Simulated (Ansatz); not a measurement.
Crystal: TaN.

```xyz
4
Lattice="2.9218 0.0000 0.0000 -1.4609 2.5303 0.0000 0.0000 0.0000 5.9165" Properties=species:S:1:pos:R:3 pbc="T T T"
Ta    0.0000    0.0000    2.9583
Ta    0.0000    0.0000    0.0000
N     0.0000    1.6869    1.4791
N     1.4609    0.8434    4.4374
```

The cell comes from a database or a generator and needn't be the stable form of this composition.

Base run:

- Program: Ansatz 0.2.0
- Functional: PBEsol
- Potentials or basis: Ansatz PAW
- Cutoff: 420 eV (not typed: the program's choice for these potentials)
- k mesh: 7 × 7 × 4
- Occupations: fermi-dirac, width 0.05 eV
- Spin: no spin polarisation
- Hubbard terms: Ta d U = 5 eV

Its results: band gap on the k mesh none (metal or under the smearing width); pressure -5.9 GPa.

Question: After a change of settings the same cell gave: band gap on the k mesh none (metal or under the smearing width); pressure -2.4 GPa. Which change was it?
A. hubbard terms from Ta d U = 5 eV to none; hubbard projectors from ortho-atomic (the default) to none
B. hubbard terms from Ta d U = 5 eV to Ta d U = 3 eV
C. hubbard terms from Ta d U = 5 eV to Ta d U = 8 eV

Answer: C.

Caveats: U without spin polarisation on a metal has little footing; the PAW data sets come from PBE, with cores solved anew for the run's functional, which leaves a small shift of forces and pressure.
